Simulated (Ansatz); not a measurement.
# FeO (I4/mmm) in Ansatz: a series of runs

One crystal, FeO, is run at these levels: LDA+U; tasks: projected density of states.

All numbers are computed with Ansatz 0.2.0; they aren't measurements. Logs are shortened: lines on timing, memory, paths and dates and some standing lists are left out, and cuts for length are marked.

**1. Starting point**

It takes space group I4/mmm (No. 139, tetragonal). Conventional cell: a = 3.204 Å, b = 3.204 Å, c = 4.167 Å, α = 90.00°, β = 90.00°, γ = 90.00°. Fe (site symmetry 4/mmm) is surrounded by 6 O at 2.08 to 2.27 Å. O (site symmetry 4/mmm) is surrounded by 6 Fe at 2.08 to 2.27 Å.

The cell comes from a database or a generator and needn't be the stable form of this composition.

**2. Projected density of states, LDA+U, collinear spin, ferromagnetic start**

input.yaml reads:

```yaml
crystal:
  lattice:
    - [-1.602103413, 1.602103413, 2.08339225]
    - [1.602103413, -1.602103413, 2.08339225]
    - [1.602103413, 1.602103413, -2.08339225]
  atoms:
    - { symbol: Fe, position: [0.0, 0.0, 0.0], spin: 3.0 }
    - { symbol: O, position: [0.5, 0.5, 0.0] }
hamiltonian:
  xc: lda
  pseudopotentials: { kind: paw }
  hubbard: { sites: [{ species: Fe, l: d, u_eff: 4.0 }] }
magnetization:
  spin_polarized: true
kpoints:
  mp_grid: { grid: [12, 12, 12] }
scf:
  occupations: { method: fermi_dirac, width: 0.05 }
  n_extra_bands: 6
output:
  forces: true
  stress: true
  eigenvalues: true
  dos: { projected: true, de: 0.05, nscf_kmesh: { grid: [18, 18, 18] } }
  write_density: true
  write_potential: true
  elf: true
  volumetric_format: npy
```

Potentials or basis: Ansatz PAW.

Run with:

```
$ ansatz run input.yaml --threads 2 --pin off --max-ram 5632MiB --backend cpu --events-out ev --progress --plain --runs-dir out
```

Standard output:

```text
Warning: RAYON_NUM_THREADS=2 ignored (pool sized by the plan → 2); use --threads N
Fe: projections on atomic orbitals take those of the free atom [Ne] 3s2 3p6 3d6 4s2, of charge +0.00 (hamiltonian.pseudopotentials.projection_atoms); the dataset's partial waves leave at most 1.1e-6 of an orbital's norm unspanned inside its sphere
O: projections on atomic orbitals take those of the free atom [He] 2s2 2p4, of charge +0.00 (hamiltonian.pseudopotentials.projection_atoms); the dataset's partial waves leave at most 1.9e-8 of an orbital's norm unspanned inside its sphere
scf.n_extra_bands = 6 over 11 filled bands (N_el = 22.0): the run solves 17 bands
Engine: ansatz 0.2.0, aarch64-unknown-linux-gnu
Pseudopotentials: kind: paw
Pseudopotential: Fe, paw, valence charge 16, recommended cutoff 420 eV (normal), Fe.paw.azcp
Pseudopotential: O, paw, valence charge 6, recommended cutoff 420 eV (normal), O.paw.azcp
Functional definition: SPW92
  exchange = slater_x
  correlation = pw_c
Crystal: 2 atoms, lattice volume = 21.390 Å³
Basis set: ecut = 420 eV, 411 PW (Γ)
Bands: 17, of which v1, the nominal top of the filled ones, is band 11 counted from 1 (10 counted from 0)
Symmetry: 16 space group operations
Space group: I4/mmm (ITA 139), of the structure as read, at distance tolerance 2.8e-5 Å
Magnetic group: BNS 139.531 (UNI 1191), of the structure as read, at distance tolerance 2.8e-5 Å
k-points: 163 of 1728
Non-local potential: Fe, projectors of the file, l = 0: 3, l = 1: 2, l = 2: 3, l = 3: 1
Non-local potential: O, projectors of the file, l = 0: 2, l = 1: 2, l = 2: 1
PAW form: soft (Blöchl's): semilocal exchange-correlation on the pseudo side does not see the compensation charge
PAW frozen core: Fe, regenerated for the run's functional, and the local potential with it (the file was generated under x = pbe(κ = 0.804, μ = 0.2195149727645171), c = pbe(β = 0.06672455060314922))
PAW frozen core: O, regenerated for the run's functional, and the local potential with it (the file was generated under x = pbe(κ = 0.804, μ = 0.2195149727645171), c = pbe(β = 0.06672455060314922))
PAW one-centre angular grid: Fe, 590 points (default); XC on 64 Gauss nodes
PAW one-centre angular grid: O, 110 points (default); XC on 64 Gauss nodes
Initial density: superposition of atomic densities (chi_scale 0.1, normalization cell, long waves kept (reshape's long-wave potential 0.00 eV rms))
Starting moments: Σ|m| = 3 μB on 1 of 2 sites
Initial wavefunctions: pseudopotential atomic-orbital guess
Functional: x = slater, c = lda
SCF iter   1: F=—  HF=-4973.028170 eV  |F-HF|=—  |Δ(HF+E_count)|=         —  Δρ=1.52e-1 (↑1.32e-1 ↓1.52e-1)  dr2=1.59e1  dr2_m=1.06e-1  M=3.062 μB ∫|m|=3.062 μB  β_m=1.00  ethr=3.10e-3  ⟨swp⟩=4.4  Hψ=23071  notcnv=0
preconditioner: auto → none  [metal: Δε(μ)=0.002 eV  Ē_g=13.273 eV  σ=0.050 eV  W_gap=0.01  n_scr=8 (ndim 8)  ℏωp=30.0 eV  f_vac=0.000  D(μ)=4.47/eV (n_scr^D=72)  sad-step TF]
SCF iter   2: F=—  HF=-4971.650343 eV  |F-HF|=—  |Δ(HF+E_count)|=    1.38e0  Δρ=1.08e-1 (↑8.66e-2 ↓1.08e-1)  dr2=4.53e-1  dr2_m=1.67e0  M=4.001 μB ∫|m|=4.002 μB  β_m=1.00  ethr=3.10e-3  ⟨swp⟩=3.0  Hψ=14830  notcnv=0  defer=131
SCF iter   3: F=—  HF=-4971.472599 eV  |F-HF|=—  |Δ(HF+E_count)|=   1.78e-1  Δρ=2.03e-2 (↑1.73e-2 ↓2.03e-2)  dr2=1.18e-1  dr2_m=2.35e-3  M=4.004 μB ∫|m|=4.007 μB  β_m=1.00  ethr=2.06e-3  ⟨swp⟩=2.8  Hψ=12189  notcnv=0  defer=113
[... 63 lines left out ...]
Symmetry: 2 space group operations
k-points: 868 of 1728
iter 1 solved again at ethr=7.19e-12 eV; its pass at ethr=4.55e-6 eV (dr2=1.58e-9 eV) is discarded
SCF iter   1: F=—  HF=-4972.695828 eV  |F-HF|=—  |Δ(HF+E_count)|=         —  Δρ=2.46e-6 (↑2.17e-6 ↓2.46e-6)  dr2=1.58e-9  dr2_m=4.56e-10  M=4.000 μB ∫|m|=4.000 μB  ethr=7.19e-12  ⟨swp⟩=1.0  Hψ=171441  notcnv=0
SCF iter   2: F=—  HF=-4972.695828 eV  |F-HF|=—  |Δ(HF+E_count)|=   2.51e-8  Δρ=4.49e-5 (↑4.16e-5 ↓4.49e-5)  dr2=8.93e-7  dr2_m=2.77e-8  M=4.000 μB ∫|m|=4.000 μB  ethr=4.55e-6  ⟨swp⟩=1.5  Hψ=135321  notcnv=0
SCF iter   3: F=-4972.695828 eV  HF=-4972.695828 eV  |F-HF|=1.79e-8  |Δ(HF+E_count)|=   3.12e-8  Δρ=8.34e-6 (↑8.34e-6 ↓5.12e-6)  dr2=1.51e-8  dr2_m=1.07e-9  M=4.000 μB ∫|m|=4.000 μB  ethr=4.55e-10  ⟨swp⟩=1.8  Hψ=88147  notcnv=0
an SCF along what the orbitals of the run's state read of its open shells (or to have them read: on a GPU, or by another smearing), with 14 of the crystal's symmetry operations given up (868 k-points in place of 163), reached no lower state that the run goes on to. This is no proof of a minimum
NSCF: frozen V_eff on 1550 k-points
SCF converged after 2 iterations
Stability not told: the SCF's own minimisation came to no verdict on its close; the lowest value that the minimisation read is 4.5e-2 (residual 4.5e-4): no lower mode is shown, and none is ruled out
Magnetization: 4.0000 μB (13.0000 up, 9.0000 down)
Absolute magnetization: 4.0002 μB (∫|ρ↑−ρ↓|, with the PAW one-centre terms)
Spin contamination: 0.0051 ħ² per cell (⟨S²⟩ above its minimum at these occupations)
Per-site moments (μB) at R_I (Å): [(3.405473467549679, 0.8593993031250001), (0.21330396200032414, 0.8593993031250001)]
Free energy (F): -4972.695828 eV
Harris-Foulkes:  -4972.695828 eV  (|F-HF|=3.83e-10)
Internal energy: -4972.695827 eV  (E = F + TS)
E sigma→0 (E₀):  -4972.695828 eV
Entropy (-TS):   -0.000001 eV (-0.001 meV/atom)
Fermi energy:    12.507137 eV
--- Per-component energies (eV) ---
  E_band       = -305.126548
  E_kinetic    = 512.035665
  E_local      = -2697.511838  (includes V_loc(G=0)·N_el)
  E_nonlocal   = 286.088044
  E_hartree    = 1093.064720
  E_xc         = -184.790144
  E_vxc        = -238.514933  (∫ρ·V_xc dr)
  E_hubbard    = 0.648820  (on-site DFT+U / exact-exchange correction)
  E_vhub       = -11.258998  (the Hubbard potential's part of the band-sum identity)
  E_paw        = -1457.680327  (= ΣΔE_a)
  E_vpaw       = -342.096314  (= ΣTr[D̂ρ^β])
  E_aug_tail   = 0.002958  (compensation charges beyond the density's cutoff)
  E_ewald      = -2525.052183
  E_core_change = 0.498457  (= ΣΔE_core)
  E_smearing   = -0.000001  (= −TS)
  E_closure    = 0.000000  (closes the sum)
  Σ components = -4972.695828   (vs F -4972.695828, Δ=0.00e0)
--- Forces (eV/Å), atoms counted from 1 ---
  atom   1  Fe     0.00000000     0.00000000     0.00000000
  atom   2  O      0.00000000     0.00000000     0.00000000
  max |Σ_I F_I| component: 0.00e0 eV/Å
--- Stress (GPa, compression-positive) ---
      -11.369600       0.000000       0.000000
        0.000000     -12.109075      -2.619432
        0.000000      -2.619535     -11.754669
  P = ⅓ Tr σ = -11.7444 GPa (-117.444 kbar)
--- Band table (eV; the first three rows and the last of 952) ---
  k-point 0 ↑: bands = ["-76.1351", "-43.4832", "-42.3597", "-41.7573", "-6.8384", "6.6149", "6.6815", "7.2722", "7.6046", "8.2687", "9.3111", "9.7065", "9.7122", "12.8019", "27.8310", "29.0857", "29.1339"]
  k-point 1 ↑: bands = ["-76.1348", "-43.4845", "-42.3613", "-41.7589", "-6.7624", "6.5521", "6.6725", "7.0197", "7.4585", "8.2019", "9.3294", "9.7518", "9.7813", "13.4379", "26.6827", "28.5406", "28.7900"]
  k-point 2 ↑: bands = ["-76.1340", "-43.4878", "-42.3657", "-41.7632", "-6.5634", "6.1019", "6.5939", "6.7115", "7.4686", "8.0926", "9.3278", "9.7714", "9.8985", "14.8389", "25.4424", "26.1541", "27.4459"]
  k-point 475 ↓: bands = ["-72.0826", "-39.0670", "-38.5814", "-38.2737", "-5.0771", "6.6737", "8.7580", "8.7613", "9.5755", "14.8724", "15.1191", "15.2023", "15.6976", "18.9856", "22.4567", "24.0208", "27.0897"]
Occupation matrices written to <dir>
```

rho_z.tsv:

```text
# z_ang	rho[e/angstrom^3]	rho_spin[e/angstrom^3]
# format = ansatz-planar-average/11
# lattice	-1.602103413	1.602103413	2.083392250
# lattice	1.602103413	-1.602103413	2.083392250
# lattice	1.602103413	1.602103413	-2.083392250
# sites	2
# site	26	0.000000000	0.000000000	0.000000000
# site	8	0.000000000	0.000000000	2.083392250
0.000000	2.692768e0	5.739865e-1
0.128249	2.577864e0	5.341384e-1
0.256499	2.262789e0	4.352948e-1
0.384748	1.825532e0	3.208934e-1
0.512998	1.362792e0	2.237984e-1
0.641247	9.545488e-1	1.530174e-1
[... 16 lines left out ...]
2.821487	2.262789e0	4.352948e-1
2.949736	2.577864e0	5.341384e-1
```

It took 3.4 min on 2 threads of Arm Neoverse V1, shared host; peak memory 1.9 GiB.

Results:

* Free energy: -4972.6958 eV
* Pressure: -11.7 GPa
* Band gap on the k mesh: 0.69 eV, indirect (least direct gap 1.99 eV)
* Net moment: 4.00 μB per cell
* Absolute moment: 4.00 μB per cell
* Site moments: Fe +3.41; O +0.21 μB

Stress tensor (GPa, compression positive):
```
-11.37   0.00   0.00
  0.00 -12.11  -2.62
  0.00  -2.62 -11.75
```

States per cell in windows of 1 eV (zero at the valence-band top; states under -8 eV left out):
| from (eV) | up | down | Fe 3d up | Fe 3d down | O 2p up | O 2p down | Fe 4s up | Fe 4s down |
| --- | --- | --- | --- | --- | --- | --- | --- | --- |
| -8.0 | 0.45 | 0.00 | 0.20 | 0.00 | 0.19 | 0.00 | 0.05 | 0.00 |
| -7.0 | 1.68 | 0.12 | 1.01 | 0.02 | 0.59 | 0.08 | 0.04 | 0.02 |
| -6.0 | 0.88 | 0.74 | 0.66 | 0.07 | 0.21 | 0.55 | 0.00 | 0.09 |
| -5.0 | 1.24 | 0.54 | 1.12 | 0.08 | 0.10 | 0.42 | 0.00 | 0.02 |
| -4.0 | 1.45 | 1.35 | 1.04 | 0.23 | 0.33 | 1.08 | 0.05 | 0.01 |
| -3.0 | 1.05 | 0.26 | 0.51 | 0.04 | 0.47 | 0.21 | 0.03 | 0.00 |
| -2.0 | 0.78 | 0.18 | 0.25 | 0.15 | 0.50 | 0.03 | 0.01 | 0.00 |
| -1.0 | 0.49 | 0.81 | 0.14 | 0.70 | 0.33 | 0.09 | 0.00 | 0.01 |
| 0.0 | 0.00 | 0.00 | 0.00 | 0.00 | 0.00 | 0.00 | 0.00 | 0.00 |
| 1.0 | 0.01 | 0.28 | 0.00 | 0.25 | 0.00 | 0.01 | 0.01 | 0.01 |
| 2.0 | 0.03 | 1.51 | 0.00 | 1.38 | 0.01 | 0.07 | 0.02 | 0.03 |
| 3.0 | 0.07 | 1.74 | 0.00 | 1.51 | 0.02 | 0.12 | 0.04 | 0.05 |
| 4.0 | 0.15 | 0.57 | 0.00 | 0.42 | 0.03 | 0.10 | 0.07 | 0.03 |
| 5.0 | 0.27 | 0.16 | 0.00 | 0.02 | 0.04 | 0.03 | 0.14 | 0.06 |
| 6.0 | 0.29 | 0.25 | 0.00 | 0.02 | 0.03 | 0.04 | 0.16 | 0.10 |
| 7.0 | 0.17 | 0.31 | 0.00 | 0.01 | 0.02 | 0.03 | 0.09 | 0.17 |

Eigenvalues of the final occupation matrices:
| site | spin | trace | eigenvalues |
| --- | --- | --- | --- |
| site 1 | 1 | 4.99 | 0.99 1.00 1.00 1.00 1.00 |
| site 1 | 2 | 1.29 | 0.05 0.05 0.09 0.13 0.98 |

Caveat: the magnetic or orbital state may not be the lowest; the pressure holds a Pulay correction of +0.9 GPa for the finite cutoff; a cell with one magnetic atom can't hold antiferromagnetic order, which such compounds often take; the PAW data sets come from PBE, with cores solved anew for the run's functional, which leaves a small shift of forces and pressure; the density of states is complete only up to the lowest level of the last band computed. A k mesh can miss the band edges.

**3. Projected density of states, LDA+U, collinear spin, ferromagnetic start**

input.yaml, as its differences from that of step 2:

```diff
@@ -11,3 +11,3 @@
   pseudopotentials: { kind: paw }
-  hubbard: { sites: [{ species: Fe, l: d, u_eff: 4.0 }] }
+  hubbard: { sites: [{ species: Fe, l: d, u_eff: 5.0 }] }
 magnetization:
@@ -24,5 +24 @@
   dos: { projected: true, de: 0.05, nscf_kmesh: { grid: [18, 18, 18] } }
-  write_density: true
-  write_potential: true
-  elf: true
-  volumetric_format: npy
```

Potentials or basis: Ansatz PAW.

Run with:

```
$ ansatz run input.yaml --threads 2 --pin off --max-ram 5632MiB --backend cpu --events-out ev --progress --plain --runs-dir out
```

Run time: 3 min. Hardware: 2 threads of Arm Neoverse V1, shared host; peak memory 1.9 GiB.

The run converged. Its results:

```yaml
Free_energy: -4972.5442 eV
Pressure: -10.0 GPa
Band_gap_on_the_k_mesh: 0.84 eV, indirect (least direct gap 2.59 eV)
Net_moment: 4.00 μB per cell
Absolute_moment: 4.00 μB per cell
Site_moments: Fe +3.42; O +0.19 μB
```

Stress tensor (GPa, compression positive):
```
 -9.57   0.00   0.00
  0.00  -9.97  -2.15
  0.00  -2.15 -10.58
```

Levels at points of the mesh, in eV from the valence-band top:
Spin up:
| k point | band 9 | band 10 | band 11 | band 12 | band 13 | band 14 | band 15 | band 16 | band 17 |
| --- | --- | --- | --- | --- | --- | --- | --- | --- | --- |
| (0.00, 0.00, 0.00) | -4.87 | -4.19 | -2.61 | -2.18 | -2.18 | 0.84 | 15.85 | 17.09 | 17.12 |
| (0.00, 0.00, -0.50) | -4.67 | -3.94 | -3.75 | -3.43 | -3.04 | 5.59 | 9.02 | 11.50 | 14.62 |
| (0.00, -0.50, 0.00) | -4.90 | -4.10 | -3.08 | -0.31 | 0.00 | 4.71 | 8.93 | 11.95 | 13.79 |
| (0.00, -0.50, -0.50) | -4.95 | -3.81 | -3.36 | -0.28 | -0.01 | 4.65 | 8.95 | 11.86 | 13.88 |
| (-0.50, 0.00, 0.00) | -4.66 | -4.55 | -2.74 | -0.38 | 0.00 | 4.83 | 8.91 | 11.99 | 13.73 |
| (-0.50, -0.50, -0.50) | -4.44 | -4.31 | -4.15 | -3.62 | -3.61 | 5.75 | 9.87 | 10.89 | 14.17 |
Spin down:
```
              k point  band 5  band 6  band 7  band 8  band 9  band 10  band 11  band 12  band 13  band 14
   (0.00, 0.00, 0.00)  -18.33   -2.20   -1.84   -1.80   -1.79     1.26     2.36     2.44     3.06     3.31
  (0.00, 0.00, -0.50)  -17.15   -5.39   -3.28   -2.64   -1.09     1.55     3.12     3.82     4.07     6.96
  (0.00, -0.50, 0.00)  -17.21   -6.42   -3.63   -3.16   -0.74     3.54     3.63     4.87     5.09     5.38
 (0.00, -0.50, -0.50)  -17.21   -6.25   -3.66   -3.10   -0.93     3.54     3.58     4.88     5.13     5.35
  (-0.50, 0.00, 0.00)  -17.20   -6.70   -3.59   -3.16   -0.54     3.58     3.68     4.86     5.06     5.44
(-0.50, -0.50, -0.50)  -16.99   -5.28   -3.18   -3.17   -3.05     3.30     3.68     3.72     4.16     7.02
```

States per cell in windows of 0.5 eV (zero at the valence-band top; states under -8 eV left out):
```
from (eV)    up  down  Fe 3d up  Fe 3d down  O 2p up  O 2p down  Fe 4s up  Fe 4s down
     -8.0  0.20  0.00      0.10        0.00     0.08       0.00      0.02        0.00
     -7.5  0.35  0.00      0.19        0.00     0.13       0.00      0.03        0.00
     -7.0  1.01  0.01      0.70        0.00     0.28       0.00      0.02        0.00
     -6.5  0.99  0.08      0.71        0.01     0.26       0.05      0.01        0.02
     -6.0  0.39  0.25      0.31        0.03     0.08       0.17      0.00        0.04
     -5.5  0.43  0.49      0.40        0.05     0.03       0.37      0.00        0.05
     -5.0  0.71  0.17      0.65        0.02     0.05       0.12      0.00        0.01
     -4.5  0.77  0.32      0.67        0.05     0.07       0.25      0.01        0.01
     -4.0  0.29  0.47      0.20        0.09     0.08       0.36      0.01        0.00
     -3.5  0.81  0.84      0.42        0.14     0.31       0.68      0.06        0.01
     -3.0  0.39  0.32      0.16        0.06     0.20       0.26      0.01        0.00
     -2.5  0.39  0.10      0.11        0.03     0.26       0.06      0.01        0.00
     -2.0  0.42  0.10      0.11        0.07     0.29       0.03      0.01        0.00
     -1.5  0.35  0.33      0.09        0.27     0.25       0.06      0.00        0.00
     -1.0  0.33  0.53      0.08        0.45     0.24       0.08      0.00        0.00
     -0.5  0.14  0.00      0.04        0.00     0.11       0.00      0.00        0.00
      0.0  0.00  0.00      0.00        0.00     0.00       0.00      0.00        0.00
      0.5  0.00  0.00      0.00        0.00     0.00       0.00      0.00        0.00
      1.0  0.00  0.00      0.00        0.00     0.00       0.00      0.00        0.00
      1.5  0.01  0.07      0.00        0.06     0.00       0.00      0.00        0.00
      2.0  0.01  0.22      0.00        0.19     0.00       0.01      0.01        0.01
      2.5  0.02  0.42      0.00        0.37     0.00       0.02      0.01        0.02
      3.0  0.03  1.01      0.00        0.92     0.01       0.04      0.01        0.03
      3.5  0.04  1.26      0.00        1.14     0.01       0.06      0.02        0.03
      4.0  0.05  0.60      0.00        0.50     0.01       0.06      0.03        0.02
      4.5  0.09  0.49      0.00        0.38     0.02       0.07      0.04        0.01
      5.0  0.11  0.06      0.00        0.02     0.02       0.01      0.05        0.02
      5.5  0.15  0.09      0.00        0.02     0.02       0.02      0.08        0.03
      6.0  0.16  0.11      0.00        0.02     0.02       0.02      0.09        0.04
      6.5  0.14  0.13      0.00        0.01     0.02       0.02      0.07        0.05
      7.0  0.12  0.18      0.00        0.01     0.01       0.02      0.06        0.09
      7.5  0.07  0.15      0.00        0.01     0.01       0.02      0.04        0.08
```

Eigenvalues of the final occupation matrices:
```
  site  spin  trace               eigenvalues
site 1     1   4.99  0.99 1.00 1.00 1.00 1.00
site 1     2   1.27  0.04 0.04 0.08 0.12 0.99
```

Caveat: the magnetic or orbital state may not be the lowest; the pressure holds a Pulay correction of +0.9 GPa for the finite cutoff; a cell with one magnetic atom can't hold antiferromagnetic order, which such compounds often take; the PAW data sets come from PBE, with cores solved anew for the run's functional, which leaves a small shift of forces and pressure; the density of states is complete only up to the lowest level of the last band computed. A k mesh can miss the band edges.

(Continued in part 2 of 2.)
